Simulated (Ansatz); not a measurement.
# CO2: the band gap up the ladder of functionals

One table from this session's results is given with a row withheld; the runs are named, their logs left out.

Program: Ansatz 0.2.0. PAW datasets, plane waves. No spin polarisation and no zero-point or thermal motion.

## The cell

The cell was relaxed beforehand with r2SCAN+rVV10.

Space group R-3c (No. 167), trigonal; a = 9.672 Å, c = 11.959 Å in the conventional setting, 13.46 Å³ an atom. Around C lie 2 O at 1.16 Å; around O lie 1 C at 1.16 Å.

The structure in full:

```
CELL_PARAMETERS angstrom
4.83624 2.79221 3.98633
-4.83624 2.79221 3.98633
0.00000 -5.58441 3.98633
ATOMIC_POSITIONS crystal
C 0.00000 0.00000 0.00000
C 0.50000 0.50000 0.50000
C 0.49703 0.75000 0.00297
C 0.75000 0.00297 0.49703
C 0.00297 0.49703 0.75000
C 0.99703 0.50297 0.25000
C 0.50297 0.25000 0.99703
C 0.25000 0.99703 0.50297
O 0.90296 0.90296 0.90296
O 0.40296 0.40296 0.40296
O 0.09704 0.09704 0.09704
O 0.59704 0.59704 0.59704
O 0.59901 0.66087 0.10481
O 0.66087 0.10481 0.59901
O 0.10481 0.59901 0.66087
O 0.09901 0.60481 0.16087
O 0.60481 0.16087 0.09901
O 0.16087 0.09901 0.60481
O 0.40099 0.33913 0.89519
O 0.33913 0.89519 0.40099
O 0.89519 0.40099 0.33913
O 0.90099 0.39519 0.83913
O 0.39519 0.83913 0.90099
O 0.83913 0.90099 0.39519
```

The first run:

input.yaml

```yaml
crystal:
  lattice:
    - [4.8362439605, 2.7922067525, 3.9863339104]
    - [-4.8362439605, 2.7922067525, 3.9863339104]
    - [0.0, -5.5844135049, 3.9863339105]
  atoms:
    - { symbol: C, position: [0.0, 0.0, 0.0] }
    - { symbol: C, position: [0.5, 0.5, 0.5] }
    - { symbol: C, position: [0.4970269318, 0.75, 0.0029730682] }
    - { symbol: C, position: [0.75, 0.0029730682, 0.4970269318] }
    - { symbol: C, position: [0.0029730682, 0.4970269318, 0.75] }
    - { symbol: C, position: [0.9970269318, 0.5029730682, 0.25] }
    - { symbol: C, position: [0.5029730682, 0.25, 0.9970269318] }
    - { symbol: C, position: [0.25, 0.9970269318, 0.5029730682] }
    - { symbol: O, position: [0.9029638404, 0.9029638404, 0.9029638404] }
    - { symbol: O, position: [0.4029638404, 0.4029638404, 0.4029638404] }
    - { symbol: O, position: [0.0970361596, 0.0970361596, 0.0970361596] }
    - { symbol: O, position: [0.5970361596, 0.5970361596, 0.5970361596] }
    - { symbol: O, position: [0.5990113656, 0.6608673776, 0.1048146942] }
    - { symbol: O, position: [0.6608673776, 0.1048146942, 0.5990113656] }
    - { symbol: O, position: [0.1048146942, 0.5990113656, 0.6608673776] }
    - { symbol: O, position: [0.0990113656, 0.6048146942, 0.1608673776] }
    - { symbol: O, position: [0.6048146942, 0.1608673776, 0.0990113656] }
    - { symbol: O, position: [0.1608673776, 0.0990113656, 0.6048146942] }
    - { symbol: O, position: [0.4009886344, 0.3391326224, 0.8951853058] }
    - { symbol: O, position: [0.3391326224, 0.8951853058, 0.4009886344] }
    - { symbol: O, position: [0.8951853058, 0.4009886344, 0.3391326224] }
    - { symbol: O, position: [0.9009886344, 0.3951853058, 0.8391326224] }
    - { symbol: O, position: [0.3951853058, 0.8391326224, 0.9009886344] }
    - { symbol: O, position: [0.8391326224, 0.9009886344, 0.3951853058] }
kpoints:
  mp_grid: { grid: [4, 4, 4] }
  band_path:
    path:
      - [[0.0, 0.0, 0.0], [0.5, 0.5, 0.5], [0.5062514129766, 0.4937485870234, 0.5]]
      - [[0.5, -0.4937485870234, 0.4937485870234], [0.5, -4.127525277033e-17, -9.107813285995e-17], [0.0, 0.0, 0.0], [0.4968742935117, -0.4968742935117, -6.311272438026e-34]]
      - [[0.5031257064883, -2.943179693495e-17, 0.4968742935117], [0.5, -1.302953350792e-16, 0.5], [0.0, 0.0, 0.0]]
    npoints: 10
hamiltonian:
  xc: pbe
scf:
  occupations: { method: fermi_dirac, width: 0.02 }
  n_extra_bands: 10
output:
  forces: true
  stress: true
  eigenvalues: true
```

Steps of the session up to this table: PBE band path; Single point with r2SCAN; Single point with HSE06; Single point with PBE0.

One table of the session follows, with a row left open; its other results are not shown here.

```
 level  gap (eV)
   PBE      6.76
r2SCAN      7.36
 HSE06      8.50
  PBE0         ?
```

Q: Estimate the row for PBE0 from the others.

**Answer.** gap (eV): 9.28. In the column «gap (eV)» it is the highest.

Meshes: PBE 4×4×4, r2SCAN 4×4×4, HSE06 2×2×2, PBE0 2×2×2

What this shows: The gap runs from 6.76 eV (PBE) to 9.28 eV (PBE0). Against HSE06, PBE is short by 1.74 eV, at 80 % of it, and r2SCAN 87 %. PBE0 lies 0.78 eV above HSE06, which differs from it by screening the long-range exchange.

Caveats from the session: Warnings in the runs' records: stress scf threshold loose, stress exchange threshold loose.
